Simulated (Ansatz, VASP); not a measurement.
One calculation of HfO2, two programs

Contents of INCAR:

```
SYSTEM = HfO2
PREC = Accurate
ENCUT = 520
EDIFF = 1E-7
ISMEAR = 0
SIGMA = 0.05
LREAL = .FALSE.
LASPH = .TRUE.
NELM = 60
ALGO = Normal
ISIF = 2
LWAVE = .FALSE.
LCHARG = .FALSE.
GGA = PE
NBANDS = 31
```

File KPOINTS:

```
Automatic mesh
0
G
  6 6 8
  0 0 0
```

The input POSCAR:

```
HfO2
1.0
    4.7591846837      0.0000000000      0.0000000000
    0.0000000000      4.7591846837      0.0000000000
    0.0000000000      0.0000000000      3.1569423752
Hf O
2 4
Direct
    0.0000000000      0.0000000000     -0.0626951577
    0.5000000000      0.5000000000      0.5626951577
    0.1948161092      0.8051838908      0.4798800679
    0.3051838908      0.3051838908      0.0201199321
    0.6948161092      0.6948161092      0.0201199321
    0.8051838908      0.1948161092      0.4798800679
```

Input for Ansatz:

```yaml
crystal:
  lattice:
    - [4.7591846837, 0.0, 0.0]
    - [0.0, 4.7591846837, 0.0]
    - [0.0, 0.0, 3.1569423752]
  atoms:
    - { symbol: Hf, position: [0.0, 0.0, -0.0626951577] }
    - { symbol: Hf, position: [0.5, 0.5, 0.5626951577] }
    - { symbol: O, position: [0.1948161092, 0.8051838908, 0.4798800679] }
    - { symbol: O, position: [0.3051838908, 0.3051838908, 0.0201199321] }
    - { symbol: O, position: [0.6948161092, 0.6948161092, 0.0201199321] }
    - { symbol: O, position: [0.8051838908, 0.1948161092, 0.4798800679] }
basis:
  ecutwfc: 520.0
kpoints:
  mp_grid: { grid: [6, 6, 8] }
hamiltonian:
  xc: pbe
  pseudopotentials: { kind: paw, azcp: { folder: soft_1 } }
scf:
  occupations: { method: gaussian, width: 0.05 }
output:
  forces: true
  stress: true
  eigenvalues: true
```

Change from the starting cell: mode 4 frozen in at -0.203 Å, equal normal strain along x, y and z -0.0250.

Alike in both runs: task single point; functional PBE; k mesh 6 × 6 × 8; occupations gaussian, width 0.05 eV; no spin polarisation.

|  | VASP | Ansatz |
| --- | --- | --- |
| version | VASP 6.6.1 | Ansatz 0.2.0 |
| potentials or method | VASP PAW PBE potentials, release 64 (Hf_pv, O) | scalar-relativistic, plane waves, PAW |
| plane-wave cutoff (eV) | 520 | 520 |
| valence electrons in the cell | 44 | 76 |

|  | VASP | Ansatz | Ansatz less VASP |
| --- | --- | --- | --- |
| gap on the k mesh at the Fermi level (eV) | 4.39 | 4.45 | +0.053 |
| least direct gap on the mesh (eV) | 4.39 | 4.45 | +0.053 |
| pressure (GPa) | 17.8 | 20.8 | +3.01 |
| largest component of the traceless stress (GPa) | 4.78 | 5.26 | +0.479 |
| rms of the force components (eV/Å) | 0.794 | 0.799 | +0.0054 |

Atom by atom the forces differ by 0.032 eV/Å (rms over components). The two sets of potentials don't hold the same shells in valence.

Caveats: so large a pressure means that the cell lies far from this level's equilibrium, or that cutoff or potentials fall short (VASP); spin-orbit coupling is left out, which moves the levels of the heavy elements; forces of over 1 eV/Å show positions far from the minimum, so gaps and moduli don't describe the material at rest. A k mesh can miss the band edges.
